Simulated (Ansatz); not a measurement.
Runs of Ansatz 0.2.0 on Ti. It takes space group P6_3/mmc (No. 194, hexagonal). The conventional cell has a = 2.950 Å, b = 2.950 Å, c = 4.680 Å, α = 90.00°, β = 90.00°, γ = 120.00°. Ti (site symmetry -6m2) has 12 Ti at 2.89 to 2.95 Å as nearest neighbours. 

```csv
level,cutoff (eV),gap on the mesh (eV),pressure (GPa)
LDA,420,none,-9.3
BLYP,420,none,1.5
r2SCAN,500,none,(a)
PBEsol,420,none,-5.2
RPBE,420,none,(b)
```

Alike in all rows: task band structure; potentials or basis Ansatz PAW; no spin polarisation; cell as given; k mesh 6 × 6 × 3; smearing fermi-dirac 0.05 eV; the mesh is coarse, so values aren't converged.

Q: Fill in the values left out.

A: (a) -1.7; (b) 2.1.

Caveats: all runs use coarse meshes; the PAW data sets come from PBE, with cores solved anew for the run's functional, which leaves a small shift of forces and pressure.

A gap of «none» marks a metal or a gap under the smearing width.

Runs at the PBE level aren't shown here.
